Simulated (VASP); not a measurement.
Write the native input for VASP 6.6.1 that does the following.

```yaml
Task: Born charges and dielectric tensor
Functional: LDA
Potentials_or_basis: VASP PAW LDA potentials, release 64 (C)
Cutoff: 600 eV
k_mesh: 16 × 16 × 10
Occupations: gaussian, width 0.02 eV
Spin: no spin polarisation
Further_INCAR_settings: ALGO = Fast; EDIFF = 1e-08; IBRION = 8; NSW = 1
```

The structure of C lies in POSCAR:

```
C
1.0
    2.1454800000     -1.2386400000     -0.0032500000
    2.1454800000      1.2386400000     -0.0032500000
   -1.3960500000      0.0000000000      4.2695600000
C
2
Direct
    0.8333300000      0.8333300000      0.0000100000
    0.1666700000      0.1666700000      0.9999900000
```

This is a stacking variant of graphite.

These files were run (other wordings do the same):

INCAR

```
ALGO = Fast
EDIFF = 1E-8
ENCUT = 600
GGA = CA
IBRION = 8
ISIF = 2
ISMEAR = 0
LASPH = True
LCHARG = False
LEPSILON = True
LREAL = False
LWAVE = False
NELM = 100
NSW = 1
PREC = Accurate
SIGMA = 0.02
```

KPOINTS

```
k-points
0
Gamma
  16 16 10
```

Potentials or basis: VASP PAW LDA potentials, release 64 (C).

The run is started by

```bash
$ cat potpaw_LDA.64/C/POTCAR > POTCAR
$ mpirun -np 1 vasp_std > vasp.out
```

Results of the run:

- Band gap on the k mesh: 1.04 eV, direct
- Electronic dielectric tensor (diagonal): 13.19, 13.17, 2.01
- Born charges (mean of the diagonal): C +0.00 e
- Highest phonon frequency at Γ: 1528 cm⁻¹

It took 20 min on 1 thread of Intel(R) Xeon(R) Platinum 8259CL CPU @ 2.50GHz (Skylake/Cascade Lake) (shared host), peak memory 0.73 GiB.
